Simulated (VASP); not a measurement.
Input of a VASP 6.6.1 run:

The input INCAR:

```
SYSTEM = TiSe2
ALGO = Fast ; DIPOL = 0.5 0.5 0.500
EDIFF = 1E-7 ; ENCUT = 520
GGA = PE ; IDIPOL = 3
ISIF = 2 ; ISMEAR = 0
IVDW = 12 ; LASPH = .TRUE.
LCHARG = .TRUE. ; LDIPOL = .TRUE.
LELF = .TRUE. ; LREAL = .FALSE.
LVACPOTAV = .TRUE. ; LVHAR = .TRUE.
LWAVE = .FALSE. ; NBANDS = 33
NELM = 100 ; PREC = Accurate
SIGMA = 0.1
```

Contents of KPOINTS:

```
k-points
0
G
  6 6 1
  0 0 0
```

File POSCAR:

```
TiSe2
1.0
    3.4807141333      0.0000000000      0.0000000000
   -1.7403570667      3.0143868628      0.0000000000
    0.0000000000      0.0000000000     43.9640387901
Se Ti
4 2
Direct
    0.6666666667      0.3333333333      0.3978481090
    0.3333333333      0.6666666667      0.4685618563
    0.6666666667      0.3333333333      0.5314381437
    0.3333333333      0.6666666667      0.6021518910
    0.0000000000      0.0000000000      0.4332049827
    0.0000000000      0.0000000000      0.5667950173
```

Potentials or basis: VASP PAW PBE potentials, release 64 (Se, Ti_sv).

Run with:

```sh
$ cat potpaw_PBE.64/Se/POTCAR potpaw_PBE.64/Ti_sv/POTCAR > POTCAR
$ mpirun -np 1 vasp_std > vasp.out
```

**Question.** What does it give for the dispersion energy per atom?

**Answer.** -0.376 eV.

**Question.** Predict the work function of the upper face.

**Answer.** 5.36 eV.

**Question.** Estimate the largest force.

**Answer.** 0.164 eV/Å.

Forces on the atoms (eV/Å):
```
Se   0.000  0.000 -0.164
Se   0.000  0.000 -0.024
Se   0.000  0.000  0.024
Se   0.000  0.000  0.164
Ti   0.000  0.000  0.140
Ti   0.000  0.000 -0.140
```
